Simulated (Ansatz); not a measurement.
# Trends among crystals of one structure type (Fm-3m)

All 4 crystals share space group Fm-3m (No. 225) and the same kinds of sites, 2 atoms in the primitive cell. They are database entries and needn't be the stable phases. The set is a selection: crystals with an unstable lattice, a very soft shear in a metal or doubtful stress slopes were left out. Cells are relaxed by PAW under the functional.

Quantity: elastic moduli (Hill averages, relaxed ions; θ_D from sound speeds over directions). Level: PBEsol, all-electron LAPW in Ansatz 0.2.0, scalar-relativistic.

```tsv
crystal	cell (conventional)	k mesh	smearing (eV)	B (GPa)	G (GPa)	C11 (GPa)	C44 (GPa)	ν	θ_D (K)
TaC	a = 4.440 Å	16×16×16	0.10	340	241	791	191	0.214	596
KCl	a = 6.243 Å	6×6×6	none	18.5	10.0	43.2	6.5	0.270	229
RbCl	a = 6.548 Å	6×6×6	none	16.3	8.4	38.3	5.1	0.281	167
AgCl	a = 5.447 Å	8×8×8	none	?	?	?	?	?	?
```

**Question.** What did the calculation give for AgCl?

**Answer.** B = 56.7 GPa, G = 7.8 GPa, C11 = 77.5 GPa, C44 = 4.7 GPa, ν = 0.434, θ_D = 139 K.

Limits of these numbers: responses of metals move with mesh and smearing (TaC); no spin-orbit coupling on heavy atoms (TaC).
